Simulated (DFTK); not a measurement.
## BAs: band structure with r2SCAN

BAs:

```
CELL_PARAMETERS angstrom
0.00000 2.38850 2.38850
2.38850 0.00000 2.38850
2.38850 2.38850 0.00000
ATOMIC_POSITIONS crystal
As 0.75000 0.75000 0.75000
B 0.00000 0.00000 0.00000
```

- Program: DFTK 0.8.2
- Task: band structure
- Functional: r2SCAN
- Potentials or basis: SG15 1.2 (PBE)
- Cutoff: 1225 eV
- k mesh: 8 × 8 × 8
- Occupations: fermi-dirac, width 0.05 eV
- Spin: no spin polarisation
- Valence electrons: As 5, B 3
- SCF tolerance on the density: 1e-06
- SCF solver: ScfAndersonSolver

The pressure is 2.0 GPa. The band gap on the k mesh is 1.30 eV, indirect (least direct gap 3.42 eV) and the band gap along the path is 1.30 eV, indirect (least direct gap 3.42 eV).

Levels at the corners of the path, in eV from the valence-band top:
| point | band 2 | band 3 | band 4 | band 5 | band 6 | band 7 |
| --- | --- | --- | --- | --- | --- | --- |
| Γ | 0.00 | 0.00 | 0.00 | 3.42 | 3.42 | 3.42 |
| X | -9.15 | -4.33 | -4.33 | 1.53 | 1.61 | 12.14 |
| W | -8.70 | -5.75 | -5.46 | 5.68 | 6.34 | 7.21 |
| K | -8.76 | -6.24 | -3.70 | 2.20 | 5.92 | 9.79 |
| Γ | 0.00 | 0.00 | 0.00 | 3.42 | 3.42 | 3.42 |
| L | -9.30 | -1.95 | -1.95 | 2.77 | 5.04 | 5.04 |
| U | -8.76 | -6.24 | -3.70 | 2.20 | 5.92 | 9.79 |
| W | -8.70 | -5.75 | -5.46 | 5.68 | 6.34 | 7.21 |
| L | -9.30 | -1.95 | -1.95 | 2.77 | 5.04 | 5.04 |
| K | -8.76 | -6.24 | -3.70 | 2.20 | 5.92 | 9.79 |
| U | -8.76 | -6.24 | -3.70 | 2.20 | 5.92 | 9.79 |
| X | -9.15 | -4.33 | -4.33 | 1.53 | 1.61 | 12.14 |

Run time: 5.9 min on 1 thread of Intel(R) Xeon(R) Platinum 8488C (Sapphire Rapids) (shared host), peak memory 1.8 GiB.

Caveat: the potentials were made for another functional, which shifts forces and pressure. r2SCAN opens gaps a little over a GGA but as a rule still falls short of measured ones.
